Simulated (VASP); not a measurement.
## CdS (Hawleyite): single point with LDA

CdS (Hawleyite):

```xyz
2
Lattice="0.0000 2.9165 2.9165 2.9165 0.0000 2.9165 2.9165 2.9165 0.0000" Properties=species:S:1:pos:R:3 pbc="T T T"
Cd    0.0000    0.0000    0.0000
S     4.3748    4.3748    4.3748
```

* Program: VASP 6.6.1
* Task: single point
* Functional: LDA
* Potentials or basis: VASP PAW LDA potentials, release 64 (Cd, S)
* Cutoff: 520 eV
* k mesh: 8 × 8 × 8
* Occupations: fermi-dirac, width 0.05 eV
* Spin: no spin polarisation
* Dipole correction: no
* Further INCAR settings: ALGO = Normal; EDIFF = 1e-06; NBANDS = 16

| Item | Value |
| --- | --- |
| Pressure | -2.0 GPa |
| Band gap on the k mesh | 0.89 eV, direct |

Levels at points of the mesh, in eV from the valence-band top:
| k point | band 5 | band 6 | band 7 | band 8 | band 9 | band 10 | band 11 | band 12 | band 13 | band 14 |
| --- | --- | --- | --- | --- | --- | --- | --- | --- | --- | --- |
| (0.00, 0.00, 0.00) | -7.29 | -7.29 | 0.00 | 0.00 | 0.00 | 0.89 | 6.36 | 6.36 | 6.36 | 11.08 |
| (0.50, 0.00, 0.00) | -7.25 | -6.91 | -4.52 | -0.77 | -0.77 | 2.78 | 6.84 | 6.84 | 7.23 | 10.76 |
| (0.50, 0.50, 0.00) | -7.20 | -6.84 | -4.06 | -1.92 | -1.92 | 3.31 | 4.17 | 8.96 | 10.55 | 10.55 |

Run time: 6.7 s on 1 thread of Intel(R) Xeon(R) 6975P-C (Granite Rapids), with other jobs on the host, peak memory 0.16 GiB.

Expect the measured gap to be larger: semilocal functionals such as LDA lack the derivative discontinuity.
